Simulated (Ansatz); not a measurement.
# Levels of theory for LiCl (P6_3mc)

All numbers come from the PAW code Ansatz. No spin polarisation and no zero-point or thermal motion.

A 4-atom cell of LiCl (P6_3mc) from a materials database, relaxed with r2SCAN. The symmetry is P6_3mc (No. 186, hexagonal); a = 3.894 Å, c = 6.226 Å in the conventional setting, 20.44 Å³ an atom. Li is surrounded by 4 Cl at 2.37 Å; Cl is surrounded by 4 Li at 2.37 Å.

```cif
data_structure
_symmetry_space_group_name_H-M 'P6_3mc'
_symmetry_Int_Tables_number 186
_cell_length_a 3.8937
_cell_length_b 3.8937
_cell_length_c 6.2259
_cell_angle_alpha 90.000
_cell_angle_beta 90.000
_cell_angle_gamma 120.000
_cell_volume 81.75
loop_
_atom_site_label
_atom_site_type_symbol
_atom_site_symmetry_multiplicity
_atom_site_Wyckoff_symbol
_atom_site_fract_x
_atom_site_fract_y
_atom_site_fract_z
_atom_site_occupancy
Li1 Li 2 b 0.66667 0.33333 0.87808 1
Cl1 Cl 2 b 0.66667 0.33333 0.49692 1
```

Relaxed lattice by functional, symmetry kept:
```
functional   k mesh  a (Å)  c (Å)  volume (Å³/atom)
       PBE  12×12×4  3.925  6.289             20.98
    r2SCAN  12×12×4  3.894  6.226             20.44
    PBEsol  12×12×4  3.879  6.178             20.13
       LDA  12×12×4  3.799  6.038             18.87
     HSE06    6×6×4  3.902  6.244             20.59
```

On this one geometry the levels give:

| level | k mesh | gap (eV) | kind | edges | least direct gap (eV) | rough cost |
| --- | --- | --- | --- | --- | --- | --- |
| LDA | 12×12×4 | 5.60 | direct | Γ | 5.60 | 10 core-seconds |
| PBE | 12×12×4 | 6.02 | direct | Γ | 6.02 | 13 core-seconds |
| r2SCAN | 12×12×4 | 6.69 | direct | Γ | 6.69 | 19 core-seconds |
| HSE06 | 6×6×4 | 7.35 | direct | Γ | 7.35 | 2.5 core-minutes |
| DDH-PBE0 | 6×6×4 | 9.37 | direct | Γ | 9.37 | 3 core-minutes |
| PBE0 | 6×6×4 | 8.08 | direct | Γ | 8.08 | 2.6 core-minutes |
| r2SCAN0 | 6×6×4 | 8.43 | direct | Γ | 8.43 | 3 core-minutes |
| LC-ωPBE | 6×6×4 alone | 12.69 | direct | Γ | 12.69 | 100 core-seconds |
| G0W0@PBE (244 empty bands, 120 eV, 6×6×2) | 6×6×2 | 8.67 | – | Γ (mesh) | – | 4 core-minutes |
| G0W0@PBE (605 empty bands, 220 eV, 6×6×2) | 6×6×2 | 8.83 | – | Γ (mesh) | – | 40 core-minutes |

PBE: smearing of 0.02 eV; the others have fixed occupations.
Wave cutoffs: 420 eV, 500 eV (r2SCAN, r2SCAN0).
A mesh marked alone had no extra points solved.
The G0W0 gap is PBE's gap over the path plus the quasiparticle shift read on the mesh. G0W0 here is at a finite number of bands, screening cutoff and k mesh, not at the basis limit.
Costs come from shared machines and give only the order; PBE's includes the band path. The runs had 2 threads of Arm Neoverse V1, on a shared host.

With HSE06 the gap is 7.35 eV and direct, at Γ.

r2SCAN covers 50 % of the step from PBE to HSE06, while HSE06 needs about 8 times r2SCAN's cost (on a coarser mesh). Among these functionals the gap stays direct.

r2SCAN (ground state on 6×6×4): The electronic dielectric tensor ε∞ is 2.38 along x and y, 2.41 along z. Born charges, averaged over directions: Li +1.02, Cl -1.02 e. PBE (ground state on 6×6×4): ε∞: 2.46 along x and y, 2.49 along z. Born charges, averaged over directions: Li +1.02, Cl -1.02 e.

On the PBEsol cell (a = 3.879 Å, c = 6.178 Å), with PBEsol: The zone-centre optical frequencies run from 71 to 369 cm⁻¹, none imaginary (the rest of the zone wasn't tested). With the long-range field the highest mode reaches 441 cm⁻¹. ε∞: 2.52 along x and y, 2.55 along z. With the ions relaxed, ε⁰ is 4.5 along x and y, 4.9 along z. Born charges, averaged over directions: Li +1.02, Cl -1.02 e.

The meshes of the hybrids are coarse, so their gaps aren't converged to the digits shown.
